## What a gap tests and what a volume tests

The band gap of this crystal depends far more on the method than its volume does, as far as volumes were computed. Among the four rows of the table with a computed volume, all of them density-functional, the volumes agree within about 5 %, while the gaps differ by almost a factor of two. Over all rows the gap runs from 0.5 to 6.3 eV, although every gap belongs to the same cell. A volume follows from how the total energy changes with the spacing of the atoms. A gap is the distance between a filled and an empty level, which the total energy of the neutral crystal does not fix. Methods can therefore agree on the first and differ on the second.

Zincblende PbTe computed with several programs, without spin polarisation or spin-orbit coupling. Gaps and times are for single points on the r2SCAN-relaxed cell, with k meshes from 2×2×2 to 6×6×6 or, in the 64-atom rows, a periodic cluster of cells. Volumes come from each method's own relaxation or energy curve, and bulk moduli are at fixed cell shape.

| name | kind | band gap (eV) | volume per atom (Å³) | bulk modulus (GPa) | atoms computed | rough processor time, order of size (s) |
| --- | --- | --- | --- | --- | --- | --- |
| PBE coarse-settings | low cutoff and mesh | 0.610 | n/a | n/a | 2 | 0.9 |
| GFN1-xTB tblite | tight binding | 2.228 | n/a | n/a | 64 | 1 |
| PM6 | semi-empirical | 3.888 | n/a | n/a | 64 | 1 |
| GFN2-xTB tblite | tight binding | 2.580 | n/a | n/a | 64 | 2 |
| PBE sz-orbitals | small basis | 0.802 | n/a | n/a | 2 | 2 |
| PM7 | semi-empirical | 6.318 | n/a | n/a | 64 | 2 |
| PBE | semilocal | 0.586 | 49.25 | 24.500 | 2 | 4 |
| PBE SZV | small basis | 0.901 | 50.80 | 29.300 | 2 | 5 |
| PBE DZVP | small basis | 0.482 | 49.31 | 24.100 | 2 | 8 |
| r2SCAN | semilocal | 0.748 | 48.29 | 26.800 | 2 | 8 |
| GLLB-SC | model potential | 1.363 | n/a | n/a | 2 | 10 |

The crystal is PbTe in the zincblende structure, where each atom has four neighbours. Real PbTe prefers the rocksalt structure, so the rows are compared with one another, and plane-wave PBE serves as a reference point rather than as the truth. The rows are ordered by rough cost, but the gap does not follow that order. The cheapest row, PBE with coarse settings, lies within 0.03 eV of PBE, while the tight-binding and semi-empirical rows of similar cost lie at least 1.6 eV above it. Those rows treat 64 atoms rather than 2, so the times give only the rough size of each class. Within that limit, the physics in the method counts for more here than the cost.

### How the gap arises

Lead brings two 6s and two 6p electrons, tellurium two 5s and four 5p electrons. These ten electrons fill five bands: Te 5s, Pb 6s and three bands of mainly Te 5p character. The lowest empty bands are mainly Pb 6p. The filled Pb 6s level lies below Te 5p, so where the two mix, Te 5p is pushed up. Symmetry forbids this mixing at the centre of the Brillouin zone and allows it elsewhere, so this mixing favours a top of the valence band away from the centre.

Two PBE runs, one with coarse settings and one with sz orbitals, agree with this picture. Both have the highest filled level at the zone-boundary point W and the lowest empty level at another boundary point, X, and the band edges listed for PBE lie at equivalent points. The mixing explains why the top leaves the centre, but not why W lies above X. With bonds between nearest neighbours alone the bands are expected to be flat from X to W, so that rise is expected to come from overlap between more distant atoms. The gap $E_g$ is then the direct gap $D$ at X, less the height $R$ by which the valence top at W exceeds that at X:

$$E_g = D - R .$$

For PBE with coarse settings this reads $1.219 - 0.609 = 0.610$ eV. The coarse mesh of this run skips W and by itself reports $D$ instead, twice the value found once W is included. A 6×6×6 mesh through the zone centre skips W as well, and it is not shown for every row whether W was added, so differences between the gaps may partly reflect the meshes.

The same split suggests what a minimal basis does, although the two runs also differ in mesh and in the number of valence electrons (20 against 30). Such a basis has one rigid function for each valence orbital, and the gap of the sz-orbitals row is 0.19 eV wider than that of the coarse run. The natural suspect is a badly described empty level, yet the direct gap at X is slightly smaller than in the coarse run. The change lies in $R$, which falls from 0.61 to 0.35 eV: measured from the valence top at W, the filled and the empty level at X have both moved up. A possible reason is that Pb 6p already belongs to the minimal set, whereas the spread of the valence band depends on how far neighbouring orbitals overlap, and rigid functions cannot change their reach.

### Why the empirical gaps are so wide

The tight-binding and semi-empirical methods also use minimal or nearly minimal bases, but this is not what sets them apart. PBE in a minimal basis stays at or below 0.9 eV, while the lowest empirical gap is 2.2 eV. Nor do they overlook the band edges found by PBE, because their 64-atom cell covers both W and X. The excess must come from the way these methods assign energies to the levels.

For PM6 and PM7 the reason is well understood. Both give orbital energies of the Hartree-Fock kind, in which an electron in a filled level feels all the other electrons, but an electron placed in an empty level feels every electron of the neutral crystal. In a real solid the surroundings polarise around an added electron, or around the hole left by a removed one, and this lowers the energy. Hartree-Fock orbital energies leave out this screening, so the empty levels lie too high and the filled ones too low. The two methods still differ by 2.4 eV, which shows how much the parameters and the approximate integrals of each method matter on top of the common error.

GFN1-xTB and GFN2-xTB work with parameters fitted to molecules. Good molecular structures and energies do not require the right distance between filled and empty bands in a crystal. Their gaps of 2.2 and 2.6 eV are therefore no evidence that this crystal has a wide gap. Their volumes would differ as well: on the r2SCAN cell the two methods pull inward with 5.0 and 4.2 GPa, so both would shrink the crystal. At a stiffness like that of the density-functional rows, the shrinkage would be expected to be about a tenth, well beyond the spread of the four computed volumes.

### Why r2SCAN and GLLB-SC open the gap

PBE tends to err the other way. In exact theory the potential jumps by a constant when an electron is added to an insulator, and this jump is part of the gap. The PBE potential has no such jump, so its gaps are usually too small. The r2SCAN functional depends on the orbitals through their kinetic energy density, which can recover part of the effect, and its gap here is 0.16 eV wider than that of PBE. GLLB-SC uses a model potential that depends on the orbital energies and reaches 1.4 eV. Whether this value includes a separate estimate of the jump is not shown.

None of these gaps is a prediction for a sample. The calculations leave out spin-orbit coupling, which splits the 6p level of a lead atom by more than 1 eV. That is comparable to the density-functional gaps themselves. The comparison between methods stands, but the absolute values do not.

### Why stiffness follows volume

The volumes and moduli of PBE and r2SCAN fit a simple rule. Let $P$ be the pressure, $V$ the volume and $B = -V\,dP/dV$ the bulk modulus, the resistance to uniform compression. At modest pressures $B$ rises almost linearly with pressure, with a slope $B' = dB/dP$ that is often between 4 and 5. Inserting the definition of $B$ gives $dB/dV = -B'B/V$, and integration from a reference state $(V_0, B_0)$ yields

$$B = B_0\left(\frac{V_0}{V}\right)^{B'} .$$

This describes one crystal compressed along one energy curve. Carried over to two methods, it assumes that r2SCAN differs from PBE only by a constant extra pressure. With PBE as the reference and the usual middle value $B' = 4.5$, the estimate for r2SCAN is

$$B = 24.5\ \text{GPa}\times\left(\frac{49.25}{48.29}\right)^{4.5} = 26.8\ \text{GPa}.$$

The r2SCAN modulus, which played no part in the estimate, is also 26.8 GPa. Slopes of 4 and 5 would give 26.5 and 27.0 GPa, so the agreement is good to about 1 %. One pair of methods cannot prove the rule, but the difference in stiffness is what the difference in bond length alone would give. PBE makes the bond longer, and a longer bond is usually a softer one.

Integrating once more gives the pressure, $P = (B_0/B')\left[(V_0/V)^{B'} - 1\right]$. On the smaller r2SCAN cell PBE should therefore push outward with 0.5 GPa. The run with coarse settings instead pulls inward with 0.2 GPa, although its gap is nearly that of PBE. An inward pull is the known result of a low plane-wave cutoff, and the coarse mesh may add to it. The computed pressure also carries grid noise of unknown size, so the contrast suggests, but does not prove, that a gap close to the reference is no warrant for a sound volume.

### The row that breaks the rule

PBE SZV, a minimal basis, gives the largest volume and also the largest modulus. Starting from the better basis DZVP, the rule predicts a softer crystal at the SZV volume, $24.1\times(49.31/50.80)^{4.5} = 21.1$ GPa. The computed modulus is 29.3 GPa. DZVP itself returns to the PBE volume within 0.2 % and to the PBE modulus within 2 %, so the size of the basis is to blame.

Rigid functions cannot adapt as the atoms approach. This could act like an added repulsion and hold the atoms apart, which would account for the larger volume.

A repulsion of ordinary range would, however, stiffen the crystal too little. If it decays exponentially over a typical 0.3 Å, it adds about four times as much to the modulus as to the pressure. Compared with DZVP at the same volume, SZV adds twelve times as much, which would need a range about three times shorter. One reading, not tested here, is that rigid functions optimised for bonded atoms suit one particular spacing and cost energy on either side of it. Near that spacing such a penalty has a strong curvature but little slope, so it would stiffen the crystal much more than it expands it. Functions taken from free atoms are not expected to act this way, since their penalty should fall steadily as the atoms part and leave a longer, softer bond.

Agreement in one quantity does not carry over to another here either. DZVP reproduces the volume and stiffness of plane-wave PBE, but its gap is 0.10 eV below that of plane-wave PBE, for a reason that these calculations do not isolate. That is about a fifth of the gap, in a basis that reproduces the volume almost exactly.
